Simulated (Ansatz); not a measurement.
# NbP (I4_1md), ideal shear of a crystal plane

Method: Ansatz 0.2.0, DFT PBEsol, scalar-relativistic, plane waves, PAW. The runs took a 420 eV cutoff, a Γ-centred 14×14×4 mesh and Gaussian smearing (0.15 eV). No spin polarisation. Energies are free energies at this smearing, counted from the undisturbed cell; pressure is positive in compression.

The undisturbed cell (relaxed at this level; it needn't be the usual structure):

```yaml
crystal:
  lattice:
    - [-3.32025, 0.00000, 0.00000]
    - [0.00000, -3.32025, 0.00000]
    - [0.00000, 0.00000, 11.29039]
  atoms:
    - { symbol: Nb, position: [0.00000, 0.00000, 0.33389] }
    - { symbol: Nb, position: [0.50000, 0.50000, 0.83389] }
    - { symbol: Nb, position: [0.50000, 0.00000, 0.08389] }
    - { symbol: Nb, position: [0.00000, 0.50000, 0.58389] }
    - { symbol: P, position: [0.00000, 0.00000, 0.91614] }
    - { symbol: P, position: [0.50000, 0.50000, 0.41614] }
    - { symbol: P, position: [0.00000, 0.50000, 0.16614] }
    - { symbol: P, position: [0.50000, 0.00000, 0.66614] }
```

The cut lies on the cell's a–b face, a (0 0 1) plane (indices in the standard cell, whose axes needn't be the Cartesian ones shown) of area 11.02 Å², between layers 1.89 Å apart. Vector c is tilted by f times 1·a − 1·b (length 4.696 Å) with the atoms' Cartesian places fixed: one unrelaxed fault a cell. The traction is dγ/du, the slope of γ against the slip u in Å. Some rows repeat others by symmetry and weren't run.

```
     f  γ (mJ/m²) traction (GPa)
0.0000          0             0.0
0.0833        466            22.8
0.1667       1571            28.9
0.2500       2223            -0.2
0.3333       1580           -27.6
0.4167        526           -21.8
0.5000         76             0.0
0.5833        526            21.8
0.6667       1580            27.6
0.7500       2223             0.2
0.8333       1571           -28.9
0.9167        466           -22.8
```

Q: Read off the first barrier and the stress needed to climb it, and compare with Frenkel's sinusoid.

A: The first sampled maximum lies at f = 0.250, a slip of 1.17 Å, with γ ≈ 2223 mJ/m², which stands in for the unstable fault energy γ_us, and the steepest sampled slope before it is 28.9 GPa. A sinusoid γ = γ_us sin²(πu/λ) with its maximum there has λ = 2.35 Å and a largest slope πγ_us/λ = 29.8 GPa (1 mJ/m² per Å = 0.01 GPa). The stand-in is too high: the stress and forces give a traction of 22.4 GPa across the line at this point, so it is no saddle, and slip that bends off the line crosses lower.

Q: Is there a metastable fault on this line?

A: The samples dip to a local minimum of 76 mJ/m² at f = 0.500. If it survives relaxation and slip across the line, it is a planar fault that lets a dislocation split into partials, more widely the lower its energy (an antiphase boundary, where the slip puts unlike atoms in each other's places).

The cut is rigid; relaxing the faces lowers these energies and usually the stresses.

In a metal these slopes depend on the k mesh and the smearing.

Cost: 7 runs of about 11 core-minutes in all, on Intel Xeon Platinum 8488C (Sapphire Rapids) (shared hosts).